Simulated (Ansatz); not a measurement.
# AgCl: the cost of one run

Computed with Ansatz 0.2.0 (DFT PBEsol, scalar-relativistic, unless a step's input says otherwise).

## (1) The starting structure

The structure is orthorhombic, space group Cmcm (No. 63). Conventional cell: a = 3.742 Å, b = 11.113 Å, c = 3.924 Å, α = 90.00°, β = 90.00°, γ = 90.00°. Around Ag (site symmetry m2m) lie 5 Cl at 2.73 to 2.91 Å and 2 Ag at 3.02 Å. Cl (site symmetry m2m) is surrounded by 5 Ag at 2.73 to 2.91 Å.

As a file:

```cif
data_structure
_symmetry_space_group_name_H-M 'P 1'
_symmetry_Int_Tables_number 1
_cell_length_a 5.8631
_cell_length_b 5.8631
_cell_length_c 3.9240
_cell_angle_alpha 90.000
_cell_angle_beta 90.000
_cell_angle_gamma 142.783
_cell_volume 81.59
loop_
_atom_site_label
_atom_site_type_symbol
_atom_site_fract_x
_atom_site_fract_y
_atom_site_fract_z
_atom_site_occupancy
Ag1 Ag 0.39656 0.60344 0.75000 1
Ag2 Ag 0.60344 0.39656 0.25000 1
Cl1 Cl 0.86545 0.13455 0.25000 1
Cl2 Cl 0.13455 0.86545 0.75000 1
```

Atoms are numbered in the order of the input: Ag1, Ag2, Cl3, Cl4.

## (2) After the deformation

Space group Cmcm before, Cmcm after.

## (3) LAPW, all electrons

The input, input.yaml:

```yaml
crystal:
  lattice:
    - [1.8334915089, -5.4454633311, 0.0]
    - [1.8334915089, 5.4454633311, 0.0]
    - [0.0, 0.0, 3.92403735]
  atoms:
    - { symbol: Ag, position: [0.3965554, 0.6034446, 0.75] }
    - { symbol: Ag, position: [0.6034446, 0.3965554, 0.25] }
    - { symbol: Cl, position: [0.86544873, 0.13455127, 0.25] }
    - { symbol: Cl, position: [0.13455127, 0.86544873, 0.75] }
kpoints:
  mp_grid: { grid: [9, 9, 8] }
  band_path:
    path:
      - [0.0, 0.0, 0.0]
      - [-0.5, 0.5, 0.0]
      - [-0.2783418463, 0.7216581537, 0.0]
      - [0.2783418463, 0.2783418463, 0.0]
      - [0.0, 0.0, 0.0]
      - [0.0, 0.0, 0.5]
      - [0.2783418463, 0.2783418463, 0.5]
      - [-0.2783418463, 0.7216581537, 0.5]
      - [-0.5, 0.5, 0.5]
    npoints: 5
scf:
  occupations: { method: fermi_dirac, width: 0.03 }
hamiltonian:
  xc: pbesol
  pseudopotentials: { kind: all_electron, lapw: { basis_error: 0.001 } }
output:
  forces: true
  stress: true
  eigenvalues: true
```

Run with:

```bash
> ansatz run input.yaml --threads 1 --pin off --max-ram 6144MiB --backend cpu --events-out ev --progress --plain --runs-dir out
```

**Question.** How long does this run take on 1 thread of Arm Neoverse V1, shared host, and how much memory does it need?

About 1.7 min, with a peak of 0.82 GiB.
